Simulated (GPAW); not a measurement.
Crystal: PbSe (Clausthalite).

```
Pb Se
1.0
     0.00000    3.06065    3.06065
     3.06065    0.00000    3.06065
     3.06065    3.06065    0.00000
Pb Se
1 1
Direct
  0.00000 0.00000 0.00000
  0.50000 0.50000 0.50000
```

Program: GPAW 26.7.0. Alike in all runs: cell as given; k mesh 6 × 6 × 6; smearing fermi-dirac 0.05 eV.

**Question.** Order these runs on this cell by their pressure, lowest first.
A. level PBE; potentials or basis GPAW PAW data sets (gpaw-data 1.2.1), pw; spin off; cutoff (eV) 450; maxiter 120
B. level PBEint; potentials or basis PAW data sets generated in the run's folder for this functional, pw; spin SOC, no magnetisation; cutoff (eV) 600; maxiter 150; band path GXWKGLUWLK,UX; band points 80; spin axis theta (degrees) 90; spin axis phi (degrees) 45
C. level LDA; potentials or basis the program's PAW data sets (release 1.2.1) made for this functional, pw; spin off; cutoff (eV) 450; maxiter 120

**Answer.** C (-3.1 GPa), B (0.0 GPa), A (1.6 GPa).

Caveats: the cutoff is short for stress and forces, so pressures can be off by a GPa or more (some runs); spin-orbit coupling was added after a scalar SCF, so levels and gaps hold it while energy, forces, pressure and moments don't (some runs).
